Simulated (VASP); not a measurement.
# Cu: single point with PBE

Crystal: Cu.

```
Cu
1.0
    -1.44279    1.44279    1.37608
     1.44279   -1.44279    1.37608
     1.44279    1.44279   -1.37608
Cu
1
Direct
  0.00000 0.00000 0.00000
```

This isn't the form of Cu at room conditions, which is fcc.

```
Program             : VASP 6.6.1
Task                : single point
Functional          : PBE
Potentials or basis : VASP PAW PBE potentials, release 64 (Cu_GW)
Cutoff              : 550 eV
k mesh              : 13 × 13 × 13
Occupations         : gaussian, width 0.1 eV
Spin                : no spin polarisation
```

```json
{
 "Pressure": "5.9 GPa",
 "Band gap on the k mesh": "none (metal or under the smearing width)"
}
```

Levels at points of the mesh, in eV from the Fermi level:
| k point | band 4 | band 5 | band 6 | band 7 | band 8 | band 9 |
| --- | --- | --- | --- | --- | --- | --- |
| (0.00, 0.00, 0.00) | -3.07 | -2.19 | -1.99 | 24.96 | 24.96 | 26.22 |

It took 26 s on 1 thread of Intel(R) Xeon(R) 6975P-C (Granite Rapids), on a shared host, peak memory 0.15 GiB.
